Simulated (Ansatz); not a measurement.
Crystal: TiSi2.

```xyz
6
Lattice="0.0000 4.1175 4.2629 2.3895 0.0000 4.2629 2.3895 4.1175 0.0000" Properties=species:S:1:pos:R:3 pbc="T T T"
Ti    3.5843    6.1763    6.3943
Ti    2.3895    4.1175    4.2629
Si    1.1948    3.3975    2.1314
Si    1.1948    0.7200    2.1314
Si    2.3895    1.3387    4.2629
Si    2.3895    6.8963    4.2629
```

The cell is a database's computed one.

Base run:

- Program: Ansatz 0.2.0
- Functional: PBE
- Potentials or basis: all-electron LAPW, scalar-relativistic
- Cutoff: 238 eV
- Density cutoff: 953 eV
- Basis error allowed: 0.001 eV/atom
- k mesh: 7 × 7 × 7
- Occupations: fermi-dirac, width 0.05 eV
- Spin: no spin polarisation

Its results: band gap on the k mesh none (metal or under the smearing width); pressure 2.1 GPa; largest force 0.021 eV/Å.

Q: The run is repeated on the same cell with these changes: functional from PBE to PBEsol. What comes out?

A: Band gap on the k mesh none (metal or under the smearing width); pressure -2.0 GPa; largest force 0.048 eV/Å.

PBEsol binds more tightly than PBE, so the same cell stands under less pressure.

Not every run made on this cell is shown here.
